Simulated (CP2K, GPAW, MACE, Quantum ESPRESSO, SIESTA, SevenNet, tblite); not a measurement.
# Codes compared on random wurtzite alloy of AlN and GaN (72 atoms)

How near do other programs and methods come to a plane-wave reference for random wurtzite alloy of AlN and GaN (72 atoms)? A plane-wave run serves as the reference.

Program: Quantum ESPRESSO 7.5. Level of theory: Kohn-Sham DFT, PBE, SSSP efficiency 1.3.0 pseudopotentials, plane waves. Results are calculated unless marked as measured.

## Step 1: Set-up

The cell holds 72 atoms: 32 Al, 36 N and 4 Ga. Cell: a = 9.362 Å, b = 9.362 Å, c = 10.009 Å, α = 90.0°, β = 90.0°, γ = 120.0°. It derives from AlN (wurtzite), repeated 3×3×2. Wurtzite AlN, 3 x 3 x 2 conventional cells, 4 of 36 Al sites given to Ga at random (x = 0.111), lattice by Vegard's rule (a = 3.121 Å, c = 5.005 Å); not relaxed, displaced by a Gaussian of 0.02 Å. Then every atom was moved at random, 0.03 Å r.m.s. a Cartesian component.

## Step 2: The reference run

File pw.in:

```
&control
  calculation = 'scf'
  pseudo_dir = './pseudo'
  outdir = './tmp'
  disk_io = 'none'
  tprnfor = .true.
  tstress = .true.
/
&system
  ibrav = 0
  nat = 72
  ntyp = 3
  ecutwfc = 70
  ecutrho = 560
  nosym = .true.
  occupations = 'smearing'
  smearing = 'fd'
  degauss = 0.003675
/
&electrons
  conv_thr = 3.6e-07
  electron_maxstep = 100
  mixing_beta = 0.4
  mixing_mode = 'plain'
  diagonalization = 'david'
/
ATOMIC_SPECIES
Al 26.982 Al.upf
N 14.007 N.upf
Ga 69.723 Ga.upf
CELL_PARAMETERS angstrom
9.36180 0.00000 0.00000
-4.68090 8.10756 0.00000
0.00000 0.00000 10.00920
ATOMIC_POSITIONS crystal
Al 1.00000 0.00388 0.00148
N 0.10571 0.21774 0.05837
Al 0.11484 0.22734 0.25012
N 0.99752 0.00852 0.30637
Al 0.99939 0.00155 0.50097
N 0.10611 0.22133 0.55395
Al 0.10951 0.22379 0.75483
N 0.99925 0.00239 0.81261
Al 0.00288 0.34374 0.00526
N 0.10531 0.55052 0.05827
Al 0.11062 0.55490 0.24848
N 0.00159 0.33347 0.30965
[... 56 atom lines left out ...]
Al 0.66879 0.65922 0.49855
N 0.77576 0.88402 0.55213
Al 0.78061 0.89411 0.74900
N 0.67046 0.66807 0.81425
K_POINTS gamma
```

Run with:

```sh
$ OMP_NUM_THREADS=1 mpirun -np 4 pw.x -in pw.in > output.txt
```

The program printed:

```text
Program PWSCF
     gamma-point specific algorithms are used
     one sub-group per band group will be used
     scalapack distributed-memory algorithm (size of sub-group:  2*  2 procs)
     Parallelization info
     sticks:   dense  smooth     PW     G-vecs:    dense   smooth      PW
     Min        3024    1509    375               286928   101341   12681
     Max        3025    1512    378               286931   101344   12690
     Sum       12097    6043   1507              1147715   405371   50745
     bravais-lattice index     =            0
     lattice parameter (alat)  =      17.6912  a.u.
     unit-cell volume          =    5126.7896 (a.u.)^3
     number of atoms/cell      =           72
     number of atomic types    =            3
[... lines left out ...]
     total energy              =   -3107.89535251 Ry
[... lines left out ...]
     c_bands:  1 eigenvalues not converged
     total energy              =   -3108.70640989 Ry
[... lines left out ...]
     c_bands:  3 eigenvalues not converged
[... lines left out ...]
     c_bands:  2 eigenvalues not converged
[... lines left out ...]
     c_bands:  1 eigenvalues not converged
[... lines left out ...]
     total energy              =   -3108.94516635 Ry
[... lines left out ...]
     total energy              =   -3108.94516701 Ry
[... lines left out ...]
    -6.6728  -6.5887  -6.4887  -6.4608  -6.3866  -6.3276  -6.2779  -6.1874
    -6.1652  -6.1190  -6.0019  -5.9824  -5.8993  -5.8851  -5.8522  -5.8097
[...]
13.3262  13.3772  13.3858  13.4115  13.5128  13.5285  13.5916  13.6023
    13.6854  13.7153  13.7781  13.8995  14.0284  14.0557  14.1387  14.1585
    14.2064  14.3314  14.7349  14.7952  14.8535
     the Fermi energy is     9.4133 ev
!    total energy              =   -3108.94516708 Ry
     estimated scf accuracy    <       0.00000027 Ry
     smearing contrib. (-TS)   =      -0.00000000 Ry
     internal energy E=F+TS    =   -3108.94516708 Ry
     The total energy is F=E-TS. E is the sum of the following terms:
     one-electron contribution =    -649.67641551 Ry
     hartree contribution      =     571.94550296 Ry
     xc contribution           =    -440.92100459 Ry
     ewald contribution        =   -1031.33242504 Ry
     one-center paw contrib.   =   -1558.96082489 Ry
     convergence has been achieved in  22 iterations
     Forces acting on atoms (cartesian axes, Ry/au):
     atom    1 type  1   force =     0.00900635   -0.05730926   -0.00640472
     atom    2 type  2   force =     0.02064007    0.07525589    0.00851429
     atom    3 type  1   force =     0.01382158   -0.01969270    0.00808144
[...]
atom   71 type  1   force =     0.01926313   -0.03180208   -0.01330030
     atom   72 type  2   force =    -0.04468703    0.00869592   -0.03919363
     Total force =     0.536394     Total SCF correction =     0.000608
     Computing stress (Cartesian axis) and pressure
          total   stress  (Ry/bohr**3)                   (kbar)     P=       54.72
   0.00039944   0.00000777   0.00002874           58.76        1.14        4.23
   0.00000777   0.00047045  -0.00000404            1.14       69.21       -0.59
   0.00002874  -0.00000404   0.00024600            4.23       -0.59       36.19
     Message from routine punch:
     Nothing written, as per user request (disk_io='none')
```

Run time: 3.2 min. Hardware: 4 MPI ranks of Arm Neoverse V2, shared host; peak memory 3.4 GiB.

Banners, paths, timers and routine set-up lines are dropped from the logs unmarked, and long logs keep their key lines alone; longer cuts are marked.

Numbers from this run:

| Quantity | Value |
| --- | --- |
| r.m.s. force component | 0.9384 eV/Å |
| longest force | 3.495 eV/Å |
| pressure | 5.472 GPa |
| gap (highest filled to lowest empty level) | 3.711 eV |

## Step 3: Structure statistics

Density 3.60 g/cm³, 10.55 Å³ an atom.

Pair distribution functions g(r), in bins of 0.2 Å:

| r (Å) | total | N-N | N-Al | N-Ga | Al-Al | Al-Ga | Ga-Ga |
| --- | --- | --- | --- | --- | --- | --- | --- |
| 1.70 | 0.11 | 0.00 | 0.25 | 0.00 | 0.00 | 0.00 | 0.00 |
| 1.90 | 4.44 | 0.00 | 8.80 | 9.44 | 0.00 | 0.00 | 0.00 |
| 2.10 | 0.11 | 0.00 | 0.26 | 0.00 | 0.00 | 0.00 | 0.00 |
| 2.30 | 0.00 | 0.00 | 0.00 | 0.00 | 0.00 | 0.00 | 0.00 |
| 2.50 | 0.00 | 0.00 | 0.00 | 0.00 | 0.00 | 0.00 | 0.00 |
| 2.70 | 0.00 | 0.00 | 0.00 | 0.00 | 0.00 | 0.00 | 0.00 |
| 2.90 | 0.13 | 0.21 | 0.03 | 0.00 | 0.33 | 0.00 | 0.00 |
| 3.10 | 5.45 | 10.00 | 0.85 | 0.89 | 9.96 | 10.82 | 7.87 |
| 3.30 | 0.10 | 0.27 | 0.00 | 0.00 | 0.17 | 0.00 | 0.00 |
| 3.50 | 0.27 | 0.00 | 0.54 | 0.66 | 0.00 | 0.00 | 0.00 |
| 3.70 | 2.54 | 0.00 | 5.10 | 5.00 | 0.00 | 0.00 | 0.00 |
| 3.90 | 0.00 | 0.00 | 0.00 | 0.00 | 0.00 | 0.00 | 0.00 |
| 4.10 | 0.00 | 0.00 | 0.00 | 0.00 | 0.00 | 0.00 | 0.00 |
| 4.30 | 1.54 | 1.53 | 1.49 | 1.55 | 1.65 | 1.74 | 0.00 |
| 4.50 | 1.08 | 1.09 | 1.13 | 1.06 | 0.96 | 0.95 | 1.93 |
| 4.70 | 0.93 | 0.00 | 1.83 | 2.05 | 0.00 | 0.00 | 0.00 |
| 4.90 | 0.88 | 0.34 | 1.46 | 1.25 | 0.31 | 0.29 | 0.00 |
| 5.10 | 0.17 | 0.33 | 0.00 | 0.00 | 0.35 | 0.47 | 0.00 |
| 5.30 | 1.45 | 2.95 | 0.00 | 0.00 | 2.80 | 3.21 | 1.31 |
| 5.50 | 1.15 | 2.26 | 0.00 | 0.00 | 2.36 | 2.32 | 1.28 |
| 5.70 | 1.13 | 0.13 | 2.17 | 2.25 | 0.05 | 0.00 | 0.00 |
| 5.90 | 1.81 | 2.74 | 0.86 | 0.78 | 2.83 | 2.65 | 4.37 |
| 6.10 | 0.34 | 0.27 | 0.41 | 0.22 | 0.30 | 0.31 | 0.00 |
| 6.30 | 0.99 | 1.06 | 0.92 | 1.08 | 1.01 | 1.21 | 0.00 |
| 6.50 | 1.73 | 0.00 | 3.42 | 3.66 | 0.00 | 0.00 | 0.00 |
| 6.70 | 0.33 | 0.00 | 0.68 | 0.47 | 0.00 | 0.00 | 0.00 |
| 6.90 | 1.34 | 1.64 | 1.01 | 1.09 | 1.63 | 1.96 | 1.57 |
| 7.10 | 0.37 | 0.43 | 0.35 | 0.21 | 0.44 | 0.19 | 0.00 |

Bonds by pair of elements; cutoffs follow the first minimum of g(r), held within bounds set by covalent radii, and pairs that aren't listed don't count as bonded (cutoffs were set anew for this text, so counts can differ from the run's own analysis):

| pair A-B | cutoff (Å) | bonds | mean length (Å) | spread (Å) | shortest (Å) | B about A | A about B |
| --- | --- | --- | --- | --- | --- | --- | --- |
| N-Al | 2.38 | 128 | 1.90 | 0.051 | 1.76 | 3.56 | 4 |
| N-Ga | 2.33 | 16 | 1.89 | 0.033 | 1.84 | 0.444 | 4 |

How many atoms have how many bonded neighbours:

| element | mean | 4 |
| --- | --- | --- |
| Al | 4 | 32 |
| Ga | 4 | 4 |
| N | 4 | 36 |

Rings of the network by King's shortest-path rule, up to 12 atoms, one path for each pair of neighbours; H, halogens, alkali and alkaline-earth atoms are left out, and the last column divides by all other atoms, bonded or not:

| ring size (atoms) | rings | per network atom |
| --- | --- | --- |
| 6 | 137 | 1.90 |

## Step 4: The other programs

The programs:
- CP2K 2026.2: Gaussian basis with GTH pseudopotentials and a plane-wave density; labels give functional, basis (MOLOPT sets; SR short-range, UZH the newer set with its own potentials), grid cutoff/relative cutoff and solver (OT: orbital transformation; TRS4, TC2, SIGN: linear-scaling purification with its sparsity filter), or its built-in tight binding.
- GPAW 26.7.0: PAW with atomic orbitals (LCAO), plane waves or a real-space grid of spacing h.
- MACE: machine-learned potential, published weights.
- Quantum ESPRESSO 7.5: plane waves; labels (QE) give functional, pseudopotential set and cutoffs of waves/density.
- SIESTA 5.4.2: numerical atomic orbitals, whose automatically made sets are far from complete, with PseudoDojo norm-conserving potentials that we converted to its format (checked against plane waves on the same files for H, C, O, Si, Ge and Ca alone); labels give functional, basis size, energy shift and mesh cutoff.
- SevenNet: machine-learned potential, published weights.
- tblite 0.8.0: extended tight binding, driven from Python.

All use the same cell and atoms; the electronic-structure runs use the same k-mesh, and an electronic temperature of 580 K (0.05 eV) where levels are smeared.

Differences are against the plane-wave reference, forces as r.m.s. over components; share is that over the reference's r.m.s. force, slope the least-squares factor from reference forces to these. Total energies of different programs have different zeros and aren't compared.

| run | Δ force, r.m.s. (meV/Å) | share (%) | slope | Δ pressure (GPa) | Δ gap (eV) | cores | CPU time | memory (GiB) |
| --- | --- | --- | --- | --- | --- | --- | --- | --- |
| reference | - | - | - | - | - | 4 | 13 min | 3.4 |
| CP2K LDA, DZVP-MOLOPT-SR, 800/50 Ry, OT CG | 62.6 | 6.67 | 0.950 | -9.45 | 0.053 | 4 | 17 min | 3.1 |
| CP2K PBE, DZVP-MOLOPT-SR, 280/50 Ry, OT CG (coarse) | 435 | 46.3 | 1.046 | 0.268 | 0.0693 | 2 | 16 min | 0.71 |
| CP2K PBE, DZVP-MOLOPT-SR, 400/50 Ry, OT CG (coarse) | 72.7 | 7.75 | 1.005 | -0.218 | 0.07 | 4 | 21 min | 2.1 |
| CP2K PBE, DZVP-MOLOPT-SR, 800/50 Ry, TC2 filter 1e-03, SCF 1e-04 (coarse) | 189 | 20.1 | 1.078 | -0.485 | - | 4 | 2.3 min | 3.1 |
| CP2K PBE, DZVP-MOLOPT-SR, 800/50 Ry, TC2 filter 1e-04, SCF 1e-05 (coarse) | 138 | 14.7 | 0.959 | -0.372 | - | 4 | 2.7 min | 3.1 |
| CP2K PBE, DZVP-MOLOPT-SR, 800/50 Ry, TC2 filter 1e-07, SCF 1e-07 | 51.6 | 5.50 | 1.005 | -0.358 | - | 4 | 5.3 min | 3.1 |
| CP2K PBE, DZVP-MOLOPT-SR, 800/50 Ry, diagonalisation | 50.0 | 5.32 | 1.007 | -0.353 | 0.0699 | 4 | 5.5 min | 5.1 |
| CP2K PBE, SZV-MOLOPT-SR, 800/50 Ry, OT CG (coarse) | 274 | 29.2 | 1.157 | 11.9 | 0.0621 | 2 | 10 min | 1.8 |
| GPAW PBE, LCAO dzp, h 0.15 Å | 234 | 24.9 | 1.125 | - | -0.0404 | 2 | 8 min | 2.7 |
| GPAW PBE, LCAO dzp, h 0.18 Å | 240 | 25.6 | 1.132 | - | -0.045 | 1 | 4.2 min | 1.3 |
| GPAW PBE, LCAO sz(dzp), h 0.18 Å (coarse) | 290 | 30.9 | 1.245 | - | -0.273 | 1 | 52 s | 0.94 |
| GPAW PBE, LCAO szp(dzp), h 0.18 Å (coarse) | 254 | 27.0 | 1.149 | - | 0.317 | 1 | 3 min | 1.3 |
| MACE MP-0b3 medium potential | 81.0 | 8.63 | 0.945 | -0.679 | - | 1 | 7.3 s | 1.2 |
| MACE MPA-0 medium potential | 72.7 | 7.75 | 1.030 | -0.221 | - | 1 | 6.7 s | 1.1 |
| QE PBE, gbrv-1.5, 40/200 Ry | 6.07 | 0.647 | 0.996 | 0.247 | -0.0269 | 2 | 82 s | 0.71 |
| SIESTA PBE, DZP, shift 0.01 Ry, mesh 500 Ry | 43.3 | 4.61 | 1.030 | 1.79 | 0.0979 | 2 | 11 min | 2.6 |
| SevenNet l3i5 potential | 51.1 | 5.45 | 0.997 | -0.660 | - | 1 | 8.9 s | 1.5 |
| tblite GFN1-xTB | 349 | 37.2 | 0.725 | 24.9 | - | 1 | 6.2 s | 0.12 |

Rows marked coarse were listed beforehand as settings not expected to be converged; some can still land near the reference.

Times of the machine-learned potentials are mostly Python's start and the loading of weights.

CPU time is summed over cores on a shared host, where runs went side by side, so it is rough. Symmetry, cutoffs, thresholds, outputs and thread counts weren't matched or tuned between programs; memory under MPI is the largest rank's times the ranks.

Mean charges by element (e), by run and scheme:

| run | scheme | Al | N | Ga |
| --- | --- | --- | --- | --- |
| CP2K LDA, DZVP-MOLOPT-SR, 800/50 Ry, OT CG | Mulliken | +0.66 | -0.60 | +0.12 |
| CP2K LDA, DZVP-MOLOPT-SR, 800/50 Ry, OT CG | Hirshfeld | +0.37 | -0.37 | +0.42 |
| CP2K PBE, DZVP-MOLOPT-SR, 800/50 Ry, TC2 filter 1e-07, SCF 1e-07 | Mulliken | +0.83 | -0.78 | +0.39 |
| CP2K PBE, DZVP-MOLOPT-SR, 800/50 Ry, diagonalisation | Mulliken | +0.83 | -0.78 | +0.39 |
| CP2K PBE, DZVP-MOLOPT-SR, 800/50 Ry, diagonalisation | Hirshfeld | +0.39 | -0.40 | +0.46 |
| SIESTA PBE, DZP, shift 0.01 Ry, mesh 500 Ry | Hirshfeld | +0.31 | -0.32 | +0.42 |
| tblite GFN1-xTB | Mulliken | +0.38 | -0.37 | +0.30 |

Within one program, basis, potentials and functional, energies share a zero. Each run against its twin at the usual cutoff or grid and solver:

| run | twin | Δ energy (meV/atom) | Δ force, r.m.s. (meV/Å) | CPU time over the twin's |
| --- | --- | --- | --- | --- |
| CP2K PBE, DZVP-MOLOPT-SR, 280/50 Ry, OT CG | DZVP-MOLOPT-SR, 800/50 Ry, diagonalisation | -14.9 | 429 | 3.0 (this twin ran on 4 cores) |
| CP2K PBE, DZVP-MOLOPT-SR, 400/50 Ry, OT CG | DZVP-MOLOPT-SR, 800/50 Ry, diagonalisation | -1.08 | 56.4 | 3.9 |
| CP2K PBE, DZVP-MOLOPT-SR, 800/50 Ry, TC2 filter 1e-03, SCF 1e-04 | DZVP-MOLOPT-SR, 800/50 Ry, diagonalisation | 0.743 | 182 | 0.42 |
| CP2K PBE, DZVP-MOLOPT-SR, 800/50 Ry, TC2 filter 1e-04, SCF 1e-05 | DZVP-MOLOPT-SR, 800/50 Ry, diagonalisation | 1.000 | 128 | 0.48 |
| CP2K PBE, DZVP-MOLOPT-SR, 800/50 Ry, TC2 filter 1e-07, SCF 1e-07 | DZVP-MOLOPT-SR, 800/50 Ry, diagonalisation | 0.0124 | 14.0 | 0.96 |
| GPAW PBE, LCAO dzp, h 0.15 Å | LCAO dzp, h 0.18 Å | -105 | 28.9 | 1.9 (this twin ran on 1 cores) |

## Step 5: Results

```yaml
reference_r_m_s_force_component: 0.938 eV/Å
nearest_in_forces: QE PBE, gbrv-1.5, 40/200 Ry, 0.65 %
farthest_in_forces: CP2K PBE, DZVP-MOLOPT-SR, 280/50 Ry, OT CG (coarse), 46 %
cheapest_electronic_structure_run_beside_the_reference: tblite GFN1-xTB, 6.2 s of CPU time
```

**Reading.** PBE on plane waves or a grid with other potentials, cutoffs or grids, coarse settings apart, differs from the reference by 0.65 % (QE PBE, gbrv-1.5, 40/200 Ry) of the r.m.s. force; this holds the reference's own error, so differences of a few per cent don't tell which side is nearer the exact PBE result. The PBE runs in local orbitals, coarse settings apart, differ by 4.6 % (SIESTA PBE, DZP, shift 0.01 Ry, mesh 500 Ry) to 26 % (GPAW PBE, LCAO dzp, h 0.18 Å); basis, grid and potentials can all enter. Tight binding differs by 37 % (tblite GFN1-xTB); it is another model, with fitted parameters of its own, and the xTB methods hold dispersion. Machine-learned potentials differ by 5.4 % (SevenNet l3i5 potential) to 8.6 % (MACE MP-0b3 medium potential); they were trained on other programs' data. Rows with another functional or a dispersion term differ by 6.7 % (CP2K LDA, DZVP-MOLOPT-SR, 800/50 Ry, OT CG), which mixes the change of model with differences of basis and potentials. Runs with settings chosen to be coarse differ by 7.7 % (CP2K PBE, DZVP-MOLOPT-SR, 400/50 Ry, OT CG) to 46 % (CP2K PBE, DZVP-MOLOPT-SR, 280/50 Ry, OT CG), their programs' other errors included. Of the electronic-structure runs that take under half the reference's CPU time, QE PBE, gbrv-1.5, 40/200 Ry comes nearest, at 0.65 % in 82 s against 13 min. GPAW PBE, LCAO sz(dzp), h 0.18 Å stiffens the forces by a factor of 1.25 while following their directions (correlation 0.989); the slopes of the 4 GPAW runs lie between 1.12 and 1.25. At the same functional, gaps differ from the reference's 3.71 eV by between -0.27 and +0.32 eV. These are spacings on the run's k-points, which needn't hold the band edges. In pressure, CP2K PBE, SZV-MOLOPT-SR, 800/50 Ry, OT CG misses by +11.9 GPa, at the same functional. Charges hang on model, scheme and program or settings: among these rows the mean for Al runs from +0.31 to +0.83 e. With TC2, tightening the sparsity filter from 1e-03 to 1e-07, and the SCF threshold with it, takes the force difference from the cubic solver from 182 to 14 meV/Å, and the CPU time from 0.42 to 0.96 times the cubic solver's. In the reference: filled and empty levels are parted by 3.71 eV on the run's k-points; the mesh holds the band edges only if they fold onto it, so the gap at this level can be narrower or closed, while semilocal functionals tend to narrow gaps against experiment. In the reference: for some of the pairs, g(r) has its first main peak near 3.10 Å (N-N), 1.90 Å (N-Al), 1.89 Å (N-Ga), 3.10 Å (Al-Al) and 3.10 Å (Al-Ga). Periodic xTB results under one method name differ between programs and library versions. The potentials hold different valence shells: 328 electrons in the reference, 288 in GPAW and 352 in Quantum ESPRESSO with GBRV; this bears on time and differences. GPAW's setups keep the filled d shell of Ga in the core. The reference's pressure holds the uncorrected Pulay stress of its 70 Ry basis, so small pressure differences, and their order, may be the reference's own error. GPAW's Ga setup keeps the 3d shell in the core. Machine-learned potentials mimic data converged in k, so the reference's own k-point error enters their differences. The reference's stress is far from hydrostatic: its diagonal is 5.9, 6.9, 3.6 GPa, compression counted positive. The host structure and its lattice constant were typed by rule, without a check against the phase diagram. The reference's pressure of 5.5 GPa belongs to a cell and atoms that aren't relaxed at this level. The electronic-structure runs sample only Γ, in a cell whose shortest periodic width is 8 Å.

[Also dropped from logs without a mark: logging warnings of Python, and SIESTA's first energy breakdown and zero terms.]

[Logs are printed without paths, hosts, clocks, repeated set-up lines and the standing remarks that a program may print on its own settings, such as how far it seeks lower states.]

[Hosts, paths, dates, database ids (printed as entryN), source tags and the programs' standing remarks are cut or masked in the printed files.]
